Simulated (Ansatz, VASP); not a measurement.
Two plane-wave programs on GaN

Contents of INCAR:

```
SYSTEM = GaN
ALGO = Normal ; EDIFF = 1E-6
ENCUT = 520 ; GGA = CA
ISIF = 2 ; ISMEAR = -1
LASPH = .True. ; LCHARG = .False.
LREAL = .False. ; LWAVE = .False.
NBANDS = 16 ; NELM = 80
PREC = Accurate ; SIGMA = 0.05
```

Contents of KPOINTS:

```
k-points
0
Gamma
  11 11 11
  0 0 0
```

POSCAR

```
GaN
1.0
    0.0000000000      2.1063769354      2.1063769354
    2.1063769354      0.0000000000      2.1063769354
    2.1063769354      2.1063769354      0.0000000000
Ga N
1 1
Direct
    0.0000000000      0.0000000000      0.0000000000
    0.5000000000      0.5000000000      0.5000000000
```

Contents of input.yaml:

```yaml
crystal:
  lattice:
    - [0.0, 2.1063769354, 2.1063769354]
    - [2.1063769354, 0.0, 2.1063769354]
    - [2.1063769354, 2.1063769354, 0.0]
  atoms:
    - { symbol: Ga, position: [0.0, 0.0, 0.0] }
    - { symbol: "N", position: [0.5, 0.5, 0.5] }
hamiltonian:
  xc: lda
  pseudopotentials: { kind: paw }
kpoints:
  mp_grid: { grid: [11, 11, 11] }
scf:
  occupations: { method: fermi_dirac, width: 0.05 }
output:
  forces: true
  stress: true
  eigenvalues: true
  write_density: true
  write_potential: true
  elf: true
  volumetric_format: npy
```

Measurements of this composition are mostly on another form, of space group No. 186.

Alike in both runs: task single point; functional LDA; k mesh 11 × 11 × 11; occupations fermi-dirac, width 0.05 eV; no spin polarisation.

|  | VASP | Ansatz |
| --- | --- | --- |
| version | VASP 6.6.1 | Ansatz 0.2.0 |
| potentials or method | VASP PAW LDA potentials, release 64 (Ga_d, N) | Ansatz PAW |
| plane-wave cutoff (eV) | 520 | 420 |
| valence electrons in the cell | 18 | 18 |

Ansatz gave:

* gap on the k mesh at the Fermi level (eV): 0.60
* least direct gap on the mesh (eV): 2.93
* pressure (GPa): -5.4

Problem. What did VASP give for the same quantities?

Solution. gap on the k mesh at the Fermi level (eV): 0.62; least direct gap on the mesh (eV): 2.96; pressure (GPa): -4.1.

Caveats: an odd mesh through Γ misses points on the zone boundary, where band edges often lie (VASP); odd divisions of the mesh miss points on the zone boundary, where band edges often lie, so the gap on the mesh can be too wide (Ansatz); the pressure holds a Pulay correction of +0.8 GPa for the finite cutoff (Ansatz); the PAW data sets come from PBE, with cores solved anew for the run's functional, which leaves a small shift of forces and pressure (Ansatz). LDA gaps usually lie below the measured ones, often by a third to a half.
